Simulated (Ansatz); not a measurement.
# AgCl: pressure against volume

An exercise on one series of results from a longer session: the logs are not shown, and one member is left open.

Computed with Ansatz 0.2.0 (DFT PBE, scalar-relativistic, unless a step's input says otherwise).

## Starting point

Symmetry: F-43m, No. 216, cubic system. The conventional cell has a = 6.059 Å, b = 6.059 Å, c = 6.059 Å, α = 90.00°, β = 90.00°, γ = 90.00°. Around Ag (site symmetry -43m) lie 4 Cl at 2.62 Å. Around Cl (site symmetry -43m) lie 4 Ag at 2.62 Å.

As a file:

```xyz
2
Lattice="0.0000 3.0295 3.0295 3.0295 0.0000 3.0295 3.0295 3.0295 0.0000" Properties=species:S:1:pos:R:3 pbc="T T T"
Ag    0.0000    0.0000    0.0000
Cl    1.5148    1.5148    1.5148
```

The cell was relaxed by PAW from a hypothetical start (zincblende type); it needn't be the stable phase of this composition.

Atoms are numbered in the order of the input: Ag1, Cl2.

Set-up of the first run:

input.yaml

```yaml
crystal:
  lattice:
    - [0.0, 2.9682291506, 2.9682291506]
    - [2.9682291506, 0.0, 2.9682291506]
    - [2.9682291506, 2.9682291506, 0.0]
  atoms:
    - { symbol: Ag, position: [0.0, 0.0, 0.0] }
    - { symbol: Cl, position: [0.25, 0.25, 0.25] }
kpoints:
  mp_grid: { grid: [11, 11, 11] }
scf:
  occupations: { method: fermi_dirac, width: 0.03 }
hamiltonian:
  xc: pbe
  pseudopotentials: { kind: all_electron, lapw: { basis_error: 0.001 } }
output:
  forces: true
  stress: true
  eigenvalues: true
```

Command:

```sh
ansatz run input.yaml --threads 1 --pin off --max-ram 2048MiB --backend cpu --events-out ev --progress --plain --runs-dir out
```

Steps of the session up to this table: Volume × 0.9405, LAPW; Volume × 0.9405, PAW; Volume × 0.9405, crystal datasets; Volume × 0.98, LAPW; Volume × 0.98, PAW; Volume × 1.02, LAPW; Volume × 1.02, PAW; Volume × 1.06, LAPW; Volume × 1.06, PAW; Volume × 1.06, crystal datasets.

One of the session's tables, all rows but one given; the rest of the session is left out.

It belongs to the step «Fits». 

```
          method  volume (Å³/atom)  gap on the k mesh (eV)
            LAPW            26.151                    1.22
            LAPW            27.250                    1.27
            LAPW            27.806                    1.30
            LAPW            28.362                    1.32
            LAPW            29.474                    1.36
             PAW            26.151                    1.22
             PAW            27.250                    1.27
             PAW            27.806                       ?
             PAW            28.362                    1.32
             PAW            29.474                    1.36
crystal datasets            26.151                    1.22
crystal datasets            27.806                    1.30
crystal datasets            29.474                    1.37
```

Estimate the missing values for PAW, 27.806.

**Answer.** gap on the k mesh (eV): 1.29. In the column «gap on the k mesh (eV)» it lies between PAW, 27.250 (1.27) and LAPW, 27.806 (1.30).

Limits of these values: Warnings in the runs' records: gradients without spin orbit, crystal datasets made.
